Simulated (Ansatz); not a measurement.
Lattice vibrations of PbO2 at Γ

Level of theory: DFT PBE, scalar-relativistic, plane waves, PAW in Ansatz. Plane waves to 420 eV; Γ-centred k mesh 6×6×6; fixed occupations. No spin polarisation. Phonons by linear response, acoustic sum rule imposed.

The cell, relaxed at this level:
```yaml
crystal:
  lattice:
    - [0.00000, 4.77849, 4.77849]
    - [4.77849, 0.00000, 4.77849]
    - [4.77849, 4.77849, 0.00000]
  atoms:
    - { symbol: Pb, position: [0.12500, 0.12500, 0.12500] }
    - { symbol: Pb, position: [0.12500, 0.12500, 0.62500] }
    - { symbol: Pb, position: [0.12500, 0.62500, 0.12500] }
    - { symbol: Pb, position: [0.62500, 0.12500, 0.12500] }
    - { symbol: O, position: [0.92358, 0.35881, 0.35881] }
    - { symbol: O, position: [0.35881, 0.35881, 0.35881] }
    - { symbol: O, position: [0.32642, 0.89119, 0.89119] }
    - { symbol: O, position: [0.89119, 0.89119, 0.32642] }
    - { symbol: O, position: [0.89119, 0.89119, 0.89119] }
    - { symbol: O, position: [0.89119, 0.32642, 0.89119] }
    - { symbol: O, position: [0.35881, 0.35881, 0.92358] }
    - { symbol: O, position: [0.35881, 0.92358, 0.35881] }
```

It was reached by relaxing an invented guess, and it needn't be the stable form of this composition. Spin–orbit coupling is left out, which matters for heavy elements. The run warned that its linear response isn't converged on this k mesh, so dielectric tensors, Born charges and infrared intensities are rough, and the frequencies may be too. Modes under 40 cm⁻¹ are poorly fixed.

(1) Give the high-frequency dielectric tensor ε∞.

(2) Give the Born effective charges.

(3) How large is the static dielectric tensor with the ions free to move, and what share of it is ionic?

Results:

(1)
```
4.84 0.00 0.00
0.00 4.84 0.00
0.00 0.00 4.84
```

(2)
```json
{"atom": "Pb (atom 1)", "Z*xx": "3.50", "Z*yy": "3.50", "Z*zz": "3.50", "mean": "3.50"}
{"atom": "O (atom 5)", "Z*xx": "-1.75", "Z*yy": "-1.75", "Z*zz": "-1.75", "mean": "-1.75"}
```

(3)
```
9.8 0.0 0.0
0.0 9.8 0.0
0.0 0.0 9.8
```
The ions give 51 % of its trace.
